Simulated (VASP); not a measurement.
# BN (P6_3/mmc) in VASP: a series of runs

One crystal, BN, is run at these levels: PBE+D3(BJ); tasks: relaxation of cell and atoms.

Everything below comes from runs of VASP 6.6.1. Logs are shortened: lines on timing, memory, paths and dates and some standing lists are left out, and cuts for length are marked.

### Step 1. The structure

Symmetry: P6_3/mmc, No. 194, hexagonal system. The conventional cell has a = 2.498 Å, b = 2.498 Å, c = 6.636 Å, α = 90.00°, β = 90.00°, γ = 120.00°. Around B (site symmetry -6m2) lie 3 N at 1.44 Å. Around N (site symmetry -6m2) lie 3 B at 1.44 Å.

### Step 2. Relaxation of cell and atoms, PBE+D3(BJ)

Contents of INCAR:

```
PREC     = Accurate       # precision mode
ENCUT    = 520            # plane-wave cutoff, eV
EDIFF    = 1E-7           # SCF threshold, eV
ISMEAR   = 0              # smearing method
SIGMA    = 0.02           # smearing width, eV
LREAL    = F              # projectors in reciprocal space
LASPH    = T              # aspherical terms in the spheres
NELM     = 100            # most SCF steps
ALGO     = Normal         # electronic algorithm
ISIF     = 3              # what is computed and relaxed
LWAVE    = F              # write WAVECAR
LCHARG   = F              # write CHGCAR
GGA      = PE             # functional
IVDW     = 12             # dispersion correction
IBRION   = 2              # ionic algorithm
NSW      = 80             # ionic steps
EDIFFG   = -0.002         # ionic threshold
```

Contents of KPOINTS:

```
Automatic mesh
0
Gamma
  6 6 2
```

Contents of POSCAR:

```
BN
1.0
    2.4982400000      0.0000000000      0.0000000000
   -1.2491200000      2.1635393000      0.0000000000
    0.0000000000      0.0000000000      6.6357000000
B N
2 2
Direct
    0.3333333300      0.6666666700      0.2500000000
    0.6666666700      0.3333333300      0.7500000000
    0.3333333300      0.6666666700      0.7500000000
    0.6666666700      0.3333333300      0.2500000000
```

Potentials or basis: VASP PAW PBE potentials, release 64 (B, N).

Run with:

```sh
$ cat potpaw_PBE.64/B/POTCAR potpaw_PBE.64/N/POTCAR > POTCAR
$ mpirun -np 1 vasp_std > vasp.out
```

OUTCAR:

```text
PREC = Accurate
   ENCUT = 520
   EDIFF = 1E-7
   ISMEAR = 0
   LREAL = F
   LASPH = T
   NELM = 100
   ISIF = 3
   GGA = PE
   IVDW = 12
   IBRION = 2
   NSW = 80
   EDIFFG = -0.002
 IVDW          = 12

 ion  position               nearest neighbor table
   1  0.333  0.667  0.250-   4 1.44   4 1.44   4 1.44
   2  0.667  0.333  0.750-   3 1.44   3 1.44   3 1.44
   3  0.333  0.667  0.750-   2 1.44   2 1.44   2 1.44
   4  0.667  0.333  0.250-   1 1.44   1 1.44   1 1.44

  LATTYP: Found a hexagonal cell.
 ALAT       =     2.4982400000
 C/A-ratio  =     2.6561499296

  Lattice vectors:

 A1 = (   2.4982400000,   0.0000000000,   0.0000000000)
 A2 = (  -1.2491200000,   2.1635393000,   0.0000000000)
 A3 = (   0.0000000000,   0.0000000000,   6.6357000000)

Analysis of symmetry for initial positions (statically):
=====================================================================
 Subroutine PRICEL returns:
 Original cell was already a primitive cell.

 Routine SETGRP: Setting up the symmetry group for a
 hexagonal supercell.

 Subroutine GETGRP returns: Found 24 space group operations
 (whereof 12 operations were pure point group operations)
 out of a pool of 24 trial point group operations.

The static configuration has the point symmetry D_3d.
 The point group associated with its full space group is D_6h.

Analysis of symmetry for dynamics (positions and initial velocities):
=====================================================================
 Subroutine PRICEL returns:
 Original cell was already a primitive cell.

 Routine SETGRP: Setting up the symmetry group for a
 hexagonal supercell.

 Subroutine GETGRP returns: Found 24 space group operations
 (whereof 12 operations were pure point group operations)
 out of a pool of 24 trial point group operations.

The dynamic configuration has the point symmetry D_3d.
 The point group associated with its full space group is D_6h.

 Subroutine INISYM returns: Found 24 space group operations
 (whereof 12 operations are pure point group operations),
 and found     1 'primitive' translations

----------------------------------------------------------------------------------------

                                     Primitive cell

  volume of cell :      35.8662

  direct lattice vectors                    reciprocal lattice vectors
     2.498240000  0.000000000  0.000000000     0.400281798  0.231102805  0.000000000
    -1.249120000  2.163539300  0.000000000     0.000000000  0.462205609  0.000000000
     0.000000000  0.000000000  6.635700000     0.000000000  0.000000000  0.150700002

  length of vectors
     2.498240000  2.498239996  6.635700000     0.462205608  0.462205609  0.150700002

  position of ions in fractional coordinates (direct lattice)
     0.333333330  0.666666670  0.250000000
     0.666666670  0.333333330  0.750000000
     0.333333330  0.666666670  0.750000000
     0.666666670  0.333333330  0.250000000

  ion indices of the primitive-cell ions
   primitive index   ion index
                 1           1
                 2           2
                 3           3
                 4           4

----------------------------------------------------------------------------------------

 KPOINTS: Automatic mesh

Automatic generation of k-mesh.
 Grid dimensions read from file:
 generate k-points for:    6    6    2

 Generating k-lattice:

  Cartesian coordinates                     Fractional coordinates (reciprocal lattice)
     0.066713633  0.038517134  0.000000000     0.166666667 -0.000000000  0.000000000
     0.000000000  0.077034268  0.000000000     0.000000000  0.166666667  0.000000000
     0.000000000  0.000000000  0.075350001     0.000000000  0.000000000  0.500000000

  Length of vectors
     0.077034268  0.077034268  0.075350001

  Shift w.r.t. Gamma in fractional coordinates (k-lattice)
     0.000000000  0.000000000  0.000000000

 Subroutine IBZKPT returns following result:
 ===========================================

 Found     14 irreducible k-points:

 Following reciprocal coordinates:
            Coordinates               Weight
  0.000000  0.000000  0.000000      1.000000
  0.166667 -0.000000  0.000000      6.000000
  0.333333  0.000000  0.000000      6.000000
  0.500000 -0.000000  0.000000      3.000000
  0.166667  0.166667  0.000000      6.000000
  0.333333  0.166667  0.000000     12.000000
  0.333333  0.333333  0.000000      2.000000
  0.000000  0.000000  0.500000      1.000000
  0.166667 -0.000000  0.500000      6.000000
  0.333333  0.000000  0.500000      6.000000
  0.500000 -0.000000  0.500000      3.000000
  0.166667  0.166667  0.500000      6.000000
  0.333333  0.166667  0.500000     12.000000
  0.333333  0.333333  0.500000      2.000000
   k-points           NKPTS =     14   k-points in BZ     NKDIM =     14   number of bands    NBANDS=     12
   number of dos      NEDOS =    301   number of ions     NIONS =      4
   total plane-waves  NPLWV =  20000
   dimension x,y,z NGX =    20 NGY =   20 NGZ =   50
   dimension x,y,z NGXF=    40 NGYF=   40 NGZF=  100
   ions per type =               2   2
   NGX,Y,Z   is equivalent  to a cutoff of  13.31, 13.31, 12.53 a.u.
   NGXF,Y,Z  is equivalent  to a cutoff of  26.62, 26.62, 25.05 a.u.
 SYSTEM =  unknown system
   PREC   = accura    normal or accurate (medium, high low for compatibility)
   ISTART =      0    job   : 0-new  1-cont  2-samecut
   ICHARG =      2    charge: 1-file 2-atom 10-const
   ISPIN  =      1    spin polarized calculation?
   LNONCOLLINEAR =      F non collinear calculations
   LSORBIT =      F    spin-orbit coupling
   LASPH  =      T    aspherical Exc in radial PAW
   ENCUT  =  520.0 eV  38.22 Ry    6.18 a.u.   4.65  4.65 12.34*2*pi/ulx,y,z
   NELM   =    100;   NELMIN=  2; NELMDL= -5     # of ELM steps
   EDIFF  = 0.1E-06   stopping-criterion for ELM
   LREAL  =      F    real-space projection
   EDIFFG = -.2E-02   stopping-criterion for IOM
   NSW    =     80    number of steps for IOM
   IBRION =      2    ionic relax: 0-MD 1-quasi-New 2-CG
   NFREE  =      1    steps in history (QN), initial steepest desc. (CG)
   ISIF   =      3    stress and relaxation
   ISYM   =      2    0-nonsym 1-usesym 2-fastsym
   POTIM  = 0.5000    time-step for ionic-motion
   TEBEG  =    0.0;   TEEND  =   0.0 temperature during run
   PSTRESS=    0.0 pullay stress
   NELECT =      16.0000    total number of electrons
   NUPDOWN=      -1.0000    fix difference up-down
   EMIN   =  10.00;   EMAX   =-10.00  energy-range for DOS
   EFERMI =   0.00;   METHOD = LEGACY
   ISMEAR =     0;   SIGMA  =   0.02  broadening in eV -4-tet -1-fermi 0-gaus
   EFERMI_NEDOS =   21; number of points for ismear=-14 and -15
   IALGO  =     38    algorithm
   IMIX   =      4    mixing-type and parameters
     AMIX     =   0.40;   BMIX     =  1.00
     AMIX_MAG =   1.60;   BMIX_MAG =  1.00
  volume/ion in A,a.u.               =       8.97        60.51
  Fermi-wavevector in a.u.,A,eV,Ry     =   1.250891  2.363842 21.289433  1.564729
  Thomas-Fermi vector in A             =   2.384864
   LORBIT       =      0    0 simple, 1 ext, 2 COOP (PROOUT), +10 PAW based schemes
   GGA     = PE    functional components
   LHFCALC =     F    Hartree Fock is set to
   AEXX    =    0.0000 exact exchange contribution
   IVDW    =    12    specifies the selected vdW correction
   LEPSILON=     F    determine dielectric tensor
   LRPA    =     F    only Hartree local field effects (RPA)
 conjugate gradient relaxation of ions
 non-spin polarized calculation
 Gauss-broadening in eV      SIGMA  =   0.02
  energy-cutoff  :      520.00
  volume of cell :       35.87
 maximum number of plane-waves:       985
 NGX is ok and might be reduce to    20
   NGX =  9   NGY =  9   NGZ = 25

--------------------------------------- Ionic step        1  -------------------------------------------

 number of electron      15.9999997 magnetization

 Free energy of the ion-electron system (eV)
  ---------------------------------------------------
  ext. energy  EPLUGINS =         0.00000000
  ---------------------------------------------------
  free energy    TOTEN  =       -35.14552857 eV

  energy without entropy =      -35.14552857  energy(sigma->0) =      -35.14552857

------------------------ aborting loop because EDIFF is reached ----------------------------------------

 Edisp (eV)   -0.56768

 E8    (eV) :    -0.1663

  FORCE on cell =-STRESS in cart. coord.  units (eV):
  Direction    XX          YY          ZZ          XY          YZ          ZX
  --------------------------------------------------------------------------------------
  -------------------------------------------------------------------------------------
  Total       0.83350     0.83350    -0.04437     0.00000     0.00000     0.00000
  in kB      37.23317    37.23317    -1.98210     0.00000     0.00000     0.00000
  external pressure =       24.16 kB  Pullay stress =        0.00 kB
[... 103 lines left out ...]
  FREE ENERGIE OF THE ION-ELECTRON SYSTEM (eV)
  ---------------------------------------------------
  free  energy   TOTEN  =       -35.7160422654 eV

  energy  without entropy=      -35.7160422654  energy(sigma->0) =      -35.71604227

[... ionic steps 4 to 8 ...]

--------------------------------------- Ionic step        9  -------------------------------------------

 number of electron      15.9999997 magnetization

------------------------ aborting loop because EDIFF is reached ----------------------------------------

 Edisp (eV)   -0.56796

 E8    (eV) :    -0.1665
[... 73 lines left out ...]
  energy  without entropy=      -35.7161375756  energy(sigma->0) =      -35.71613758

--------------------------------------- Ionic step       11  -------------------------------------------

 number of electron      15.9999997 magnetization

 Free energy of the ion-electron system (eV)
  ---------------------------------------------------
  ext. energy  EPLUGINS =         0.00000000
  ---------------------------------------------------
  free energy    TOTEN  =       -35.14823958 eV

  energy without entropy =      -35.14823958  energy(sigma->0) =      -35.14823958

 E-fermi :   2.4386     XC(G=0): -10.1066

 val. band max:        2.3125960196   @ k =   0.3333   0.3333   0.5000
 cond. band min:       6.5745268063   @ k =   0.5000  -0.0000   0.0000
 fundamental gap:      4.2619307867
 Fermi energy:         2.4386388984

 k-point     1 :       0.0000    0.0000    0.0000
  band No.  band energies     occupation
      1     -15.4728      2.00000
      2     -15.1628      2.00000
      3      -3.9136      2.00000
      4      -1.7164      2.00000
      5       0.9790      2.00000
      6       0.9790      2.00000
      7       1.0190      2.00000
      8       1.0190      2.00000
      9       7.6164      0.00000
     10      12.6964      0.00000
     11      13.8314      0.00000
     12      13.8314      0.00000
[... 228 lines left out ...]
  FREE ENERGIE OF THE ION-ELECTRON SYSTEM (eV)
  ---------------------------------------------------
  free  energy   TOTEN  =       -35.7161579661 eV

  energy  without entropy=      -35.7161579661  energy(sigma->0) =      -35.71615797

 reached required accuracy - stopping structural energy minimisation
```

It took 43 s on 1 thread of AMD EPYC 7R13 (Zen 3), shared host; peak memory 0.12 GiB.

Results:

| Quantity | Value |
| --- | --- |
| Free energy | -35.7162 eV |
| Relaxed volume | 8.97 Å³/atom |
| Relaxed cell | a = 2.507 Å, b = 2.507 Å, c = 6.596 Å, α = 90.00°, β = 90.00°, γ = 120.00° |
| Space group after relaxing (to 0.05 Å) | P6_3/mmc (No. 194) |
| Energy gained by relaxing | 0.7 meV/atom |
| Ionic steps | 11 |
| Pressure after relaxing | 0.0 GPa |
| Band gap on the k mesh | 4.26 eV, indirect (least direct gap 4.63 eV) |
| Dispersion energy per atom | -0.142 eV |

The path:
```csv
step,energy change (eV),largest force (eV/Å),pressure (GPa),volume (Å³)
1,0.0000,0.0000,2.42,35.87
2,0.0076,0.0000,-4.64,36.57
3,-0.0028,0.0000,-0.07,36.11
4,-0.0028,0.0000,-0.02,36.10
5,-0.0028,0.0000,-0.02,36.09
6,-0.0029,0.0000,-0.01,36.05
7,-0.0029,0.0000,0.01,35.96
8,-0.0029,0.0000,0.05,35.79
9,-0.0030,0.0000,0.02,35.89
10,-0.0029,0.0000,-0.21,35.92
11,-0.0030,0.0000,0.00,35.90
```

Final structure:
```
B N
1.0
     2.50675    0.00000    0.00000
    -1.25338    2.17091    0.00000
     0.00000    0.00000    6.59639
B N
2 2
Direct
  0.33333 0.66667 0.25000
  0.66667 0.33333 0.75000
  0.33333 0.66667 0.75000
  0.66667 0.33333 0.25000
```

Caveat: the k mesh is coarse (spacing up to 0.48 Å⁻¹), so the values aren't converged. Expect the measured gap to be larger: semilocal functionals such as PBE lack the derivative discontinuity.

### Step 3. Relaxation of cell and atoms, PBE+D3(BJ)

INCAR is that of step 2.

KPOINTS is that of step 2.

Contents of POSCAR:

```
BN                                      
1.0
    2.5067522025     -0.0000000000     -0.0000000000
   -1.2533761013      2.1709110836      0.0000000000
   -0.0000000000      0.0000000000      6.5963922373
  B               N             
     2     2
Direct
     0.3333333300000021    0.6666666699999979    0.2500000000000000
     0.6666666699999979    0.3333333300000021    0.7500000000000000
     0.3333333300000021    0.6666666699999979    0.7500000000000000
     0.6666666699999979    0.3333333300000021    0.2500000000000000
```

Potentials or basis: VASP PAW PBE potentials, release 64 (B, N).

Run with:

```sh
$ cat potpaw_PBE.64/B/POTCAR potpaw_PBE.64/N/POTCAR > POTCAR
$ mpirun -np 1 vasp_std > vasp.out
```

OUTCAR:

```text
PREC = Accurate
   ENCUT = 520
   EDIFF = 1E-7
   ISMEAR = 0
   LREAL = F
   LASPH = T
   NELM = 100
   ISIF = 3
   GGA = PE
   IVDW = 12
   IBRION = 2
   NSW = 80
   EDIFFG = -0.002
 IVDW          = 12

 ion  position               nearest neighbor table
   1  0.333  0.667  0.250-   4 1.45   4 1.45   4 1.45
   2  0.667  0.333  0.750-   3 1.45   3 1.45   3 1.45
   3  0.333  0.667  0.750-   2 1.45   2 1.45   2 1.45
   4  0.667  0.333  0.250-   1 1.45   1 1.45   1 1.45

  LATTYP: Found a hexagonal cell.
 ALAT       =     2.5067522025
 C/A-ratio  =     2.6314496625

  Lattice vectors:

 A1 = (   2.5067522025,   0.0000000000,   0.0000000000)
 A2 = (  -1.2533761013,   2.1709110836,   0.0000000000)
 A3 = (   0.0000000000,   0.0000000000,   6.5963922373)

Analysis of symmetry for initial positions (statically):
=====================================================================
 Subroutine PRICEL returns:
 Original cell was already a primitive cell.

 Routine SETGRP: Setting up the symmetry group for a
 hexagonal supercell.
[... 180 lines left out ...]
      7       1.0191      2.00000
      8       1.0191      2.00000
      9       7.6164      0.00000
     10      12.6964      0.00000
     11      13.8317      0.00000
     12      13.8319      0.00000
[... 181 lines left out ...]
 k-point    14 :       0.3333    0.3333    0.5000
  band No.  band energies     occupation
      1     -11.6590      2.00000
      2     -11.6590      2.00000
      3      -5.5587      2.00000
      4      -5.5587      2.00000
      5      -4.8331      2.00000
      6      -4.8331      2.00000
      7       2.3125      2.00000
      8       2.3125      2.00000
      9       6.9455      0.00000
     10       6.9455      0.00000
     11      14.3145      0.00000
     12      14.3145      0.00000

------------------------ aborting loop because EDIFF is reached ----------------------------------------

 Edisp (eV)   -0.56792

 E8    (eV) :    -0.1664

  FORCE on cell =-STRESS in cart. coord.  units (eV):
  Direction    XX          YY          ZZ          XY          YZ          ZX
  --------------------------------------------------------------------------------------
  -------------------------------------------------------------------------------------
  Total       0.00021     0.00021    -0.00204    -0.00000     0.00000     0.00000
  in kB       0.00917     0.00917    -0.09118    -0.00000     0.00000     0.00000
  external pressure =       -0.02 kB  Pullay stress =        0.00 kB

 VOLUME and BASIS-vectors are now :
 -----------------------------------------------------------------------------
  energy-cutoff  :      520.00
  volume of cell :       35.90
      direct lattice vectors                 reciprocal lattice vectors
     2.506752202  0.000000000  0.000000000     0.398922558  0.230318047  0.000000000
    -1.253376101  2.170911084  0.000000000     0.000000000  0.460636093  0.000000000
     0.000000000  0.000000000  6.596392237     0.000000000  0.000000000  0.151598020

 POSITION                                       TOTAL-FORCE (eV/Angst)
 -----------------------------------------------------------------------------------
     -0.00000      1.44727      1.64910        -0.000000     -0.000000      0.000000
      1.25338      0.72364      4.94729        -0.000000      0.000000      0.000000
     -0.00000      1.44727      4.94729        -0.000000     -0.000000      0.000000
      1.25338      0.72364      1.64910         0.000000      0.000000      0.000000
 -----------------------------------------------------------------------------------
    total drift:                               -0.000002      0.000001      0.000000

  FREE ENERGIE OF THE ION-ELECTRON SYSTEM (eV)
  ---------------------------------------------------
  free  energy   TOTEN  =       -35.7161280866 eV

  energy  without entropy=      -35.7161280866  energy(sigma->0) =      -35.71612809

 reached required accuracy - stopping structural energy minimisation
```

OSZICAR:

```text
N       E                     dE             d eps       ncg     rms          rms(c)
DAV:   1     0.586045338182E+02    0.58605E+02   -0.84520E+03   344   0.123E+03
DAV:   2    -0.348612971651E+02   -0.93466E+02   -0.87208E+02   488   0.270E+02
DAV:   3    -0.386423114629E+02   -0.37810E+01   -0.37624E+01   436   0.547E+01
DAV:   4    -0.386763255307E+02   -0.34014E-01   -0.34002E-01   392   0.565E+00
DAV:   5    -0.386768306826E+02   -0.50515E-03   -0.50507E-03   428   0.670E-01    0.112E+01
DAV:   6    -0.355061429498E+02    0.31707E+01   -0.80211E+00   384   0.233E+01    0.507E+00
DAV:   7    -0.352263332563E+02    0.27981E+00   -0.48208E-01   404   0.613E+00    0.313E+00
DAV:   8    -0.351502107373E+02    0.76123E-01   -0.28141E-01   412   0.411E+00    0.394E-01
DAV:   9    -0.351472074692E+02    0.30033E-02   -0.11219E-02   380   0.965E-01    0.183E-01
DAV:  10    -0.351481178656E+02   -0.91040E-03   -0.12561E-03   404   0.311E-01    0.384E-02
DAV:  11    -0.351482108315E+02   -0.92966E-04   -0.19646E-04   416   0.125E-01    0.265E-02
DAV:  12    -0.351482093385E+02    0.14930E-05   -0.43959E-05   400   0.593E-02    0.453E-03
DAV:  13    -0.351482095980E+02   -0.25950E-06   -0.17482E-06   412   0.119E-02    0.929E-04
DAV:  14    -0.351482096991E+02   -0.10106E-06   -0.15630E-07   352   0.334E-03    0.430E-04
DAV:  15    -0.351482096971E+02    0.19397E-08   -0.54742E-09   244   0.661E-04
   1 F= -.35716128E+02 E0= -.35716128E+02  d E =-.357161E+02
```

Run time: 8.5 s. Hardware: 1 thread of AMD EPYC 7R13 (Zen 3), shared host; peak memory 0.12 GiB.

Results:

| Quantity | Value |
| --- | --- |
| Free energy | -35.7161 eV |
| Pressure after relaxing | 0.0 GPa |
| Band gap on the k mesh | 4.26 eV, indirect (least direct gap 4.63 eV) |
| Dispersion energy per atom | -0.142 eV |

Final structure:
```
CELL_PARAMETERS angstrom
2.50675 0.00000 0.00000
-1.25338 2.17091 0.00000
0.00000 0.00000 6.59639
ATOMIC_POSITIONS crystal
B 0.33333 0.66667 0.25000
B 0.66667 0.33333 0.75000
N 0.33333 0.66667 0.75000
N 0.66667 0.33333 0.25000
```

Caveat: the k mesh is coarse (spacing up to 0.48 Å⁻¹), so the values aren't converged; the relaxation stopped at its first step, so nothing moved. A k mesh can miss the band edges.
